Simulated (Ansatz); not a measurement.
# 1T-SiSSe monolayer in a perpendicular field

What dipole does a perpendicular field induce in the 1T-SiSSe monolayer, and does the gap follow? A positive field points along +c.

Method: plane-wave DFT, PBE-D3(BJ), Ansatz PAW (set soft_1); PAW set soft_1, in Ansatz 0.2.0.

### Step 1. Set-up

The cell holds 3 atoms: 1 Se, 1 Si and 1 S. Its edges and angles: a = 3.405 Å, b = 3.405 Å, c = 34.824 Å, α = 90.0°, β = 90.0°, γ = 120.0°. Vacuum lies along c.

### Step 2. Relaxing the slab

The starting cell is a guess, so the in-plane lattice and the atoms are relaxed first, with the slab cut off from its images along the normal.

Contents of input.yaml:

```yaml
crystal:
  lattice:
    - [3.405, 0.0, 0.0]
    - [-1.7025, 2.9488164999, 0.0]
    - [0.0, 0.0, 34.8236433981]
  atoms:
    - { symbol: Se, position: [0.6666666667, 0.3333333333, 0.4723802105] }
    - { symbol: Si, position: [0.0, 0.0, 0.5019353089] }
    - { symbol: S, position: [0.3333333333, 0.6666666667, 0.5276197895] }
  periodic: [true, true, false]
kpoints:
  mp_grid: { grid: [12, 12, 1] }
hamiltonian:
  xc: pbe
  dispersion: d3bj
  pseudopotentials: { kind: paw, azcp: { folder: soft_1 } }
scf:
  occupations: { method: fermi_dirac, width: 0.05 }
  convergence: { dr2_threshold: 1.0e-09 }
relax:
  f_tol: 0.004
  max_steps: 90
  cell: {}
output:
  write_potential: true
  write_density: true
  volumetric_format: npy
```

Launch:

```bash
> ansatz run input.yaml --threads 2 --pin off --max-ram 3072MiB --backend cpu --events-out ev --progress --plain --runs-dir out
```

Numbers of over 12 decimals in the logs are rounded to 6 here.

The program printed:

```text
Warning: relax.cell: scf.convergence.dr2_threshold = 1e-9 eV is looser than the 2.11010125811e-10 eV advised for a relaxation that steers and ends on the stress (1e-10 eV for each atom of the cell: 3, times the square of relax.cell.stress_2d_tol = 0.05 N/m over 11.9 Å (the atoms' height at the walk's start and 5 Å past either face), 4.193e-2 GPa, over a crystal's default 0.05). What an SCF threshold leaves in a stress goes as its square root, and in the free energy as the threshold itself, and one threshold admits the most on a small cell: [figures from the program's tests cut] Set scf.convergence.dr2_threshold to 2.11010125811e-10 eV or tighter. [rest of the remark cut]
Engine: ansatz 0.2.0, aarch64-unknown-linux-gnu
Pseudopotentials: kind: paw
Pseudopotential: Se, paw, valence charge 16, recommended cutoff 420 eV (normal), soft_1/Se.paw.azcp
Pseudopotential: Si, paw, valence charge 4, recommended cutoff 420 eV (normal), soft_1/Si.paw.azcp
Pseudopotential: S, paw, valence charge 6, recommended cutoff 420 eV (normal), soft_1/S.paw.azcp
Functional definition: PBE
  parameter kappa = 0.804
  parameter beta = 0.066725
  exchange = pbe_x(kappa = kappa, mu = beta*pi^2/3)
  correlation = pbe_c(beta = beta)
Crystal: 3 atoms, lattice volume = 349.654 Å³
Basis set: ecut = 420 eV, 6861 PW (Γ), exchange–correlation on 48×48×480 points (8 copies of the dense FFT grid, shifted against one another)
Bands: 17, of which v1, the nominal top of the filled ones, is band 13 counted from 1 (12 counted from 0)
Symmetry: 6 space group operations
Space group: P3m1 (ITA 156), of the structure as read, at distance tolerance 7.0e-5 Å
k-points: 19 of 144 (time reversal used)
Non-local potential: Se, projectors of the file, l = 0: 2, l = 1: 2, l = 2: 3, l = 3: 1
Non-local potential: Si, projectors of the file, l = 0: 2, l = 1: 2, l = 2: 1
Non-local potential: S, projectors of the file, l = 0: 2, l = 1: 2, l = 2: 1
PAW form: soft (Blöchl's): semilocal exchange-correlation on the pseudo side does not see the compensation charge
PAW one-centre angular grid: Se, 590 points (default); XC on 64 Gauss nodes
PAW one-centre angular grid: Si, 110 points (default); XC on 64 Gauss nodes
PAW one-centre angular grid: S, 110 points (default); XC on 64 Gauss nodes
Initial density: superposition of atomic densities (neutral atoms: chi_scale 0, normalization atom)
Initial wavefunctions: pseudopotential atomic-orbital guess
Functional: x = pbe(κ = 0.804, μ = 0.219515), c = pbe(β = 0.066725)
SCF iter   1: F=—  HF=-7006.915578 eV  |F-HF|=—  |Δ(HF+E_count)|=         —  Δρ=1.93e-2  dr2=1.41e0  ethr=3.10e-3  ⟨swp⟩=16.4  Hψ=3634  notcnv=0
preconditioner: auto → Resta (q_TF=auto, 1.769 Å⁻¹)  ε∞=1.5  [insulator: Δε(μ)=1.714 eV  Ē_g=11.841 eV  σ=0.050 eV  W_gap=1.00  n_scr=18 (ndim 8)  ℏωp=7.9 eV  f_vac=0.818  D(μ)=0.00/eV (n_scr^D=0)  ε∞_Penn≈1.5  vacuum switching on, ρ_ref=1.0e-2 e/Å³]
SCF iter   2: F=—  HF=-7006.553100 eV  |F-HF|=—  |Δ(HF+E_count)|=   3.62e-1  Δρ=8.56e-3  dr2=2.30e-1  ethr=3.10e-3  ⟨swp⟩=4.8  Hψ=913  notcnv=0
SCF iter   3: F=—  HF=-7006.552896 eV  |F-HF|=—  |Δ(HF+E_count)|=   2.04e-4  Δρ=4.10e-3  dr2=2.30e-1  ethr=8.86e-4  ⟨swp⟩=5.8  Hψ=918  notcnv=0
SCF iter   4: F=—  HF=-7006.523855 eV  |F-HF|=—  |Δ(HF+E_count)|=   2.90e-2  Δρ=1.96e-3  dr2=3.83e-2  ethr=8.83e-4  ⟨swp⟩=4.6  Hψ=821  notcnv=0
SCF iter   5: F=—  HF=-7006.518807 eV  |F-HF|=—  |Δ(HF+E_count)|=   5.05e-3  Δρ=5.26e-4  dr2=2.20e-3  ethr=1.47e-4  ⟨swp⟩=3.6  Hψ=612  notcnv=0
SCF iter   6: F=—  HF=-7006.518900 eV  |F-HF|=—  |Δ(HF+E_count)|=   9.36e-5  Δρ=1.58e-4  dr2=5.78e-5  ethr=8.45e-6  ⟨swp⟩=3.4  Hψ=645  notcnv=0
SCF iter   7: F=—  HF=-7006.518887 eV  |F-HF|=—  |Δ(HF+E_count)|=   1.31e-5  Δρ=5.42e-5  dr2=2.07e-5  ethr=2.22e-7  ⟨swp⟩=3.2  Hψ=691  notcnv=0
SCF iter   8: F=—  HF=-7006.518876 eV  |F-HF|=—  |Δ(HF+E_count)|=   1.17e-5  Δρ=2.57e-5  dr2=3.63e-6  ethr=7.97e-8  ⟨swp⟩=2.9  Hψ=606  notcnv=0
SCF iter   9: F=—  HF=-7006.518875 eV  |F-HF|=—  |Δ(HF+E_count)|=   3.49e-7  Δρ=4.24e-6  dr2=6.46e-8  ethr=1.39e-8  ⟨swp⟩=3.4  Hψ=724  notcnv=0
SCF iter  10: F=—  HF=-7006.518858 eV  |F-HF|=—  |Δ(HF+E_count)|=   1.77e-5  Δρ=2.63e-6  dr2=1.95e-8  ethr=2.49e-10  ⟨swp⟩=4.0  Hψ=792  notcnv=0
SCF iter  11: F=—  HF=-7006.518858 eV  |F-HF|=—  |Δ(HF+E_count)|=   4.84e-9  Δρ=7.55e-7  dr2=1.70e-9  ethr=7.49e-11  ⟨swp⟩=2.8  Hψ=640  notcnv=0
SCF iter  12: F=-7006.518858 eV  HF=-7006.518858 eV  |F-HF|=3.57e-10  |Δ(HF+E_count)|=  1.25e-10  Δρ=1.27e-7  dr2=8.71e-11  ethr=3.85e-12  ⟨swp⟩=13.8  Hψ=2651  notcnv=0
SCF 1 converged in 12 iterations: F = -7006.518858 eV  dr2 = 8.71e-11
  greatest PAW one-centre occupation: 1.000 electrons in one spin orbital (limit 2), on the Se atom at site 0 (counted from 0), in its partial waves of l = 2
relax step   1: F+E_penalty+E_count = -7006.51885764 eV  Δ(F+E_penalty+E_count) = +0.000e0 eV  max|allowed force component| = 6.337e0 eV/Å  Δτ_max = 0.0000 Å  P = +17.870 N/m  Ω = 349.654 Å³  fix = [c, alpha, beta]  reactions: c +0.000 N/m  (12 SCF iters, accepted)
Crystal: 3 atoms, lattice volume = 352.837 Å³
Basis set: ecut = 420 eV, 6873 PW (Γ), exchange–correlation on 48×48×480 points (8 copies of the dense FFT grid, shifted against one another)
Initial density: handed on by an earlier stage of this run
Initial wavefunctions: those handed on with the density
iter 1 solved again at ethr=9.79e-4 eV; its pass at ethr=3.10e-3 eV (dr2=2.54e-1 eV) is discarded
SCF iter   1: F=—  HF=-7008.327598 eV  |F-HF|=—  |Δ(HF+E_count)|=         —  Δρ=6.40e-3  dr2=2.50e-1  ethr=9.79e-4  ⟨swp⟩=1.6  Hψ=3020  notcnv=0
preconditioner: auto → Resta (q_TF=auto, 1.767 Å⁻¹)  ε∞=1.5  [insulator: Δε(μ)=1.291 eV  Ē_g=10.998 eV  σ=0.050 eV  W_gap=1.00  n_scr=18 (ndim 8)  ℏωp=7.9 eV  f_vac=0.813  D(μ)=0.00/eV (n_scr^D=0)  ε∞_Penn≈1.5  vacuum switching on, ρ_ref=8.8e-3 e/Å³]
SCF iter   2: F=—  HF=-7008.275697 eV  |F-HF|=—  |Δ(HF+E_count)|=   5.19e-2  Δρ=2.62e-3  dr2=5.63e-2  ethr=9.60e-4  ⟨swp⟩=4.5  Hψ=748  notcnv=0
SCF iter   3: F=—  HF=-7008.269945 eV  |F-HF|=—  |Δ(HF+E_count)|=   5.75e-3  Δρ=1.63e-3  dr2=2.39e-2  ethr=2.17e-4  ⟨swp⟩=4.6  Hψ=819  notcnv=0
SCF iter   4: F=—  HF=-7008.266979 eV  |F-HF|=—  |Δ(HF+E_count)|=   2.97e-3  Δρ=9.34e-4  dr2=1.51e-3  ethr=9.19e-5  ⟨swp⟩=3.3  Hψ=549  notcnv=0
SCF iter   5: F=—  HF=-7008.267254 eV  |F-HF|=—  |Δ(HF+E_count)|=   2.74e-4  Δρ=3.55e-4  dr2=2.89e-4  ethr=5.81e-6  ⟨swp⟩=3.1  Hψ=667  notcnv=0
SCF iter   6: F=—  HF=-7008.267304 eV  |F-HF|=—  |Δ(HF+E_count)|=   5.02e-5  Δρ=1.08e-4  dr2=4.84e-5  ethr=1.11e-6  ⟨swp⟩=3.2  Hψ=562  notcnv=0
[...]
SCF iter   4: F=—  HF=-7008.974621 eV  |F-HF|=—  |Δ(HF+E_count)|=   4.82e-5  Δρ=3.48e-4  dr2=2.64e-3  ethr=1.47e-5  ⟨swp⟩=2.8  Hψ=612  notcnv=0
SCF iter   5: F=—  HF=-7008.974424 eV  |F-HF|=—  |Δ(HF+E_count)|=   1.98e-4  Δρ=2.28e-4  dr2=8.21e-4  ethr=1.01e-5  ⟨swp⟩=2.5  Hψ=485  notcnv=0
SCF iter   6: F=—  HF=-7008.974347 eV  |F-HF|=—  |Δ(HF+E_count)|=   7.66e-5  Δρ=9.46e-5  dr2=1.18e-4  ethr=3.16e-6  ⟨swp⟩=2.1  Hψ=421  notcnv=0
SCF iter   7: F=—  HF=-7008.974340 eV  |F-HF|=—  |Δ(HF+E_count)|=   6.92e-6  Δρ=1.84e-5  dr2=1.46e-6  ethr=4.54e-7  ⟨swp⟩=2.4  Hψ=417  notcnv=0
SCF iter   8: F=—  HF=-7008.974310 eV  |F-HF|=—  |Δ(HF+E_count)|=   3.07e-5  Δρ=4.78e-6  dr2=8.20e-8  ethr=5.60e-9  ⟨swp⟩=3.6  Hψ=736  notcnv=0
SCF iter   9: F=—  HF=-7008.974310 eV  |F-HF|=—  |Δ(HF+E_count)|=   2.58e-8  Δρ=2.45e-6  dr2=2.30e-8  ethr=3.15e-10  ⟨swp⟩=3.7  Hψ=739  notcnv=0
SCF iter  10: F=-7008.974310 eV  HF=-7008.974310 eV  |F-HF|=2.68e-10  |Δ(HF+E_count)|=   8.97e-9  Δρ=5.07e-7  dr2=8.19e-10  ethr=3.85e-12  ⟨swp⟩=11.9  Hψ=2864  notcnv=0
SCF 3 converged in 10 iterations: F = -7008.974310 eV  dr2 = 8.19e-10
relax step   3: F+E_penalty+E_count = -7008.97430965 eV  Δ(F+E_penalty+E_count) = -7.071e-1 eV  max|allowed force component| = 5.502e-1 eV/Å  Δτ_max = 0.1981 Å  P = +0.058 N/m  Ω = 346.910 Å³  energy of the carried Pulay correction = +6.105e-5 eV  fix = [c, alpha, beta]  reactions: c +0.000 N/m  (10 SCF iters, accepted)
[...]
relax step   4: F+E_penalty+E_count = -7008.99477827 eV  Δ(F+E_penalty+E_count) = -2.047e-2 eV  max|allowed force component| = 1.070e-1 eV/Å  Δτ_max = 0.0497 Å  P = +0.252 N/m  Ω = 341.569 Å³  energy of the carried Pulay correction = +1.813e-4 eV  fix = [c, alpha, beta]  reactions: c +0.000 N/m  (8 SCF iters, accepted)
[...]
relax step   5: F+E_penalty+E_count = -7008.99605078 eV  Δ(F+E_penalty+E_count) = -1.273e-3 eV  max|allowed force component| = 1.629e-2 eV/Å  Δτ_max = 0.0093 Å  P = +0.077 N/m  Ω = 343.133 Å³  energy of the carried Pulay correction = +1.459e-4 eV  fix = [c, alpha, beta]  reactions: c +0.000 N/m  (7 SCF iters, accepted)
[...]
relax step   6: F+E_penalty+E_count = -7008.99606933 eV  Δ(F+E_penalty+E_count) = -1.855e-5 eV  max|allowed force component| = 1.274e-2 eV/Å  Δτ_max = 0.0007 Å  P = +0.017 N/m  Ω = 343.385 Å³  energy of the carried Pulay correction = +1.402e-4 eV  fix = [c, alpha, beta]  reactions: c +0.000 N/m  (7 SCF iters, accepted)
[...]
relax step   7: F+E_penalty+E_count = -7008.99607212 eV  Δ(F+E_penalty+E_count) = -2.794e-6 eV  max|allowed force component| = 5.016e-3 eV/Å  Δτ_max = 0.0005 Å  P = -0.001 N/m  Ω = 343.462 Å³  energy of the carried Pulay correction = +1.384e-4 eV  fix = [c, alpha, beta]  reactions: c -0.000 N/m  (7 SCF iters, accepted)
[...]
relax step   8: F+E_penalty+E_count = -7008.99607284 eV  Δ(F+E_penalty+E_count) = -7.137e-7 eV  max|allowed force component| = 6.396e-6 eV/Å  Δτ_max = 0.0002 Å  P = +0.000 N/m  Ω = 343.461 Å³  energy of the carried Pulay correction = +1.385e-4 eV  fix = [c, alpha, beta]  reactions: c +0.000 N/m  (5 SCF iters, accepted)
Initial wavefunctions: pseudopotential atomic-orbital guess (no wavefunctions were taken with the density)
iter 1 solved again at ethr=2.02e-6 eV; its pass at ethr=3.10e-3 eV (dr2=5.26e-4 eV) is discarded
SCF iter   1: F=—  HF=-7008.996055 eV  |F-HF|=—  |Δ(HF+E_count)|=         —  Δρ=5.52e-6  dr2=4.31e-8  ethr=2.02e-6  ⟨swp⟩=5.0  Hψ=4643  notcnv=0
eigensolver tolerance schedule: the retry pair's looser diagonalisation over-reported the residual by 12225.62 of it (diagonalisation noise at an unbounded share of the residual, at the tolerance the schedule requests for it); recorded, not acted on — ethr = c·dr2/N_el stays at c = 1.0e-1
SCF iter   2: F=—  HF=-7008.995996 eV  |F-HF|=—  |Δ(HF+E_count)|=   5.87e-5  Δρ=3.07e-6  dr2=4.96e-8  ethr=1.66e-10  ⟨swp⟩=6.0  Hψ=1194  notcnv=0
SCF iter   3: F=—  HF=-7008.995996 eV  |F-HF|=—  |Δ(HF+E_count)|=   4.13e-9  Δρ=1.93e-6  dr2=1.24e-8  ethr=1.66e-10  ⟨swp⟩=2.3  Hψ=447  notcnv=0
SCF iter   4: F=—  HF=-7008.995996 eV  |F-HF|=—  |Δ(HF+E_count)|=   5.08e-9  Δρ=1.08e-6  dr2=2.52e-8  ethr=4.77e-11  ⟨swp⟩=2.9  Hψ=486  notcnv=0
SCF iter   5: F=-7008.995996 eV  HF=-7008.995996 eV  |F-HF|=1.53e-10  |Δ(HF+E_count)|=   2.22e-9  Δρ=4.12e-7  dr2=7.55e-10  ethr=3.85e-12  ⟨swp⟩=15.5  Hψ=3111  notcnv=0
SCF 9 converged in 5 iterations: F = -7008.995996 eV  dr2 = 7.55e-10
  Residual-converged pass: ⟨swp⟩=1.1  Hψ=400  notcnv=0  max |occ|·‖R‖ = 6.9e-9 eV (tolerance 1.0e-8 eV)  dr2=7.55e-10  dr2_onsite=7.68e-11  max |Δocc| = 1.3e-15
relax step   9: F+E_penalty+E_count = -7008.99599596 eV  Δ(F+E_penalty+E_count) = +7.687e-5 eV  max|allowed force component| = 2.877e-5 eV/Å  Δτ_max = 0.0000 Å  P = -0.005 N/m  Ω = 343.461 Å³  fix = [c, alpha, beta]  reactions: c -0.000 N/m  stress off target by 5.31e-3 N/m on what of the cell is left free  SCF on the basis re-selected at this cell (its energy is not comparable with the rows above)  (5 SCF iters)
basis re-selected at this cell: Δ(F+E_penalty+E_count) = +7.687e-5 eV, ΔP = -0.005 N/m vs the last step (what re-selecting the basis moved, of the pressure what is left beyond the Pulay correction that the steps carried, after the strain that the cell walked since its last selection, with what the two solves' SCF thresholds leave and, on support functions, any second-order correction that the steps lacked; it is no m [...]
SCF converged after 5 iterations
Free energy (F): -7008.995996 eV
Harris-Foulkes:  -7008.995996 eV  (|F-HF|=1.53e-10)
Internal energy: -7008.995900 eV  (E = F + TS)
E sigma→0 (E₀):  -7008.995948 eV
Entropy (-TS):   -0.000096 eV (-0.032 meV/atom)
Fermi energy:    -5.382100 eV
--- Per-component energies (eV) ---
  E_band       = -712.670488
  E_kinetic    = 261.253150
  E_local      = -47921.693046  (includes V_loc(G=0)·N_el)
  E_nonlocal   = -299.633577
  E_hartree    = 23834.480645
  E_xc         = -231.721734
  E_vxc        = -222.668422  (∫ρ·V_xc dr)
  E_paw        = -3249.701251  (= ΣΔE_a)
  E_vpaw       = -198.891647  (= ΣTr[D̂ρ^β])
  E_aug_tail   = -0.000306  (compensation charges beyond the density's cutoff)
  E_ewald      = 20598.816148
  E_disp       = -0.795929  (pairwise vdW)
  E_smearing   = -0.000096  (= −TS)
  E_closure    = 0.000000  (closes the sum)
  Σ components = -7008.995996   (vs F -7008.995996, Δ=0.00e0)
--- Forces (eV/Å), atoms counted from 1 ---
  atom   1  Se     0.00000000    -0.00000000    -0.00002824
  atom   2  Si    -0.00000000    -0.00000000     0.00000186
  atom   3  S      0.00000000     0.00000000     0.00002795
  max |Σ_I F_I| component: 1.57e-6 eV/Å
--- 2D stress c σ (N/m, compression-positive) ---
       -0.005311      -0.000000       0.000000
       -0.000000      -0.005311      -0.000000
        0.000000      -0.000000      -0.000000
  P = ½ c Tr σ = -0.0053 N/m
--- Band table (eV; the first three rows and the last of 19) ---
  k-point 0: bands = [... 9 lower, -6.9773, -6.9773, -5.7563, -5.7563, -2.9867, -1.7688, -1.1796, -1.1796]
  k-point 1: bands = [... 9 lower, -7.3215, -7.2353, -6.3495, -5.7238, -2.5681, -1.5100, -1.0594, -0.9928]
  k-point 2: bands = [... 9 lower, -7.7541, -7.4890, -7.2073, -5.7990, -2.7960, -1.2247, -0.4871, -0.2470]
  k-point 18: bands = [... 9 lower, -10.6963, -10.4033, -7.2929, -7.0796, -3.4445, -0.0747, 0.1056, 1.1445]
  the weakly bound empty levels are not read free of the cell's end (no_gap_told)
--- Relaxed structure (8 steps of the walk, 8 accepted, 1 SCFs on fresh bases) ---
  F+E_penalty+E_count = -7008.99599596 eV   max|allowed force component| = 2.877e-5 eV/Å   (the final SCF, on the basis selected at the relaxed cell)
  cell:  # Å, volume = 343.4607 Å³
    - [3.374707, -2.242120472621814e-18, 0]
    - [-1.687354, 2.922582, 0]
    - [0, 0, 34.8236433981]
  atoms:
    - { symbol: Se, position: [0.666667, 0.333333, 0.460268] }
    - { symbol: Si, position: [0, 0, 0.502118] }
    - { symbol: S, position: [0.333333, 0.666667, 0.539549] }
```

Elapsed: 51 s, on 2 threads of Arm Neoverse V2, shared host; peak memory 0.53 GiB; 99 s of CPU time.

Step by step:

```
step  energy less that of the first step (eV)  largest force component (eV/Å)  volume (Å³)
   1                                   0.0000                          6.3368       349.65
   2                                  -1.7484                          3.2071       352.84
   3                                  -2.4555                          0.5502       346.91
   4                                  -2.4759                          0.1070       341.57
   5                                  -2.4772                          0.0163       343.13
   6                                  -2.4772                          0.0127       343.39
   7                                  -2.4772                          0.0050       343.46
   8                                  -2.4772                          0.0000       343.46
  9*                                  -2.4771                          0.0000       343.46
```

Relaxation steps marked * repeat the geometry before them on a plane-wave basis chosen anew for their cell, so energy and pressure can jump there.

The run keeps the 6 symmetry operations that it works with, so distortions that break them were not tested.

```
cell as run  before  after  change
      a (Å)   3.405  3.375  -0.9 %
      b (Å)   3.405  3.375  -0.9 %
```

The atoms that moved most (Å, along periodic axes as changes of fractional coordinates times the final cell, across vacuum about the mean position):

```
atom     dx     dy      dz  length
 Se1  0.000  0.000  -0.422   0.422
  S3  0.000  0.000   0.415   0.415
 Si2  0.000  0.000   0.006   0.006
```

Final coordinates:

```cif
data_structure
_symmetry_space_group_name_H-M 'P 1'
_symmetry_Int_Tables_number 1
_cell_length_a 3.3747
_cell_length_b 3.3747
_cell_length_c 34.8236
_cell_angle_alpha 90.000
_cell_angle_beta 90.000
_cell_angle_gamma 120.000
_cell_volume 343.46
loop_
_atom_site_label
_atom_site_type_symbol
_atom_site_fract_x
_atom_site_fract_y
_atom_site_fract_z
_atom_site_occupancy
Se1 Se 0.66667 0.33333 0.46027 1
Si2 Si 0.00000 0.00000 0.50212 1
S3 S 0.33333 0.66667 0.53955 1
```

The lattice constant a goes from 3.405 to 3.375 Å.

[end of part 1 of 2]

[Logs are printed without paths, hosts, clocks, repeated set-up lines and the standing remarks that a program may print on its own settings, such as how far it seeks lower states.]

[Hosts, paths, dates, database ids (printed as entryN), source tags and the programs' standing remarks are cut or masked in the printed files.]

[Maps of the electrostatic potential energy from Ansatz leave out the sawtooth potential of an applied field or a dipole correction, so their vacuum need not be flat; planar profiles and work functions include it.]
